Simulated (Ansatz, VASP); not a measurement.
## In3O: VASP beside Ansatz

```
In O
1.0
     4.27975    0.00000    0.00000
     0.00000    4.27975    0.00000
     0.00000    0.00000    4.27975
In O
3 1
Direct
  0.00000 0.50000 0.50000
  0.50000 0.00000 0.50000
  0.50000 0.50000 0.00000
  0.00000 0.00000 0.00000
```

Alike in both runs: task relaxation of cell and atoms; functional PBE; k mesh 4 × 4 × 4; occupations gaussian, width 0.1 eV; no spin polarisation.

|  | VASP | Ansatz |
| --- | --- | --- |
| version | VASP 6.6.1 | Ansatz 0.2.0 |
| potentials or method | VASP PAW PBE potentials, release 64 (In_d, O) | scalar-relativistic, plane waves, PAW |
| plane-wave cutoff (eV) | 600 | 420 |
| valence electrons in the cell | 45 | 45 |

Ansatz gave:

```
gap on the k mesh at the Fermi level, each at its own relaxed structure (eV) : none
relaxed volume (Å³/atom)                                                     : 22.11
relaxed cell length with the largest relative difference (Å)                 : 4.455
energy change over the relaxation (meV/atom)                                 : -55
```

Problem. Estimate VASP's values.

Solution. gap on the k mesh at the Fermi level, each at its own relaxed structure (eV): none; relaxed volume (Å³/atom): 22.12; relaxed cell length with the largest relative difference (Å): 4.456; energy change over the relaxation (meV/atom): -55.

A gap of «none» marks a metal or a gap that the smearing closes.

Caveats: the k mesh is coarse (spacing up to 0.37 Å⁻¹), so the values aren't converged; an odd number of electrons without spin polarisation forces a metal; a magnetic or distorted state may lie lower.
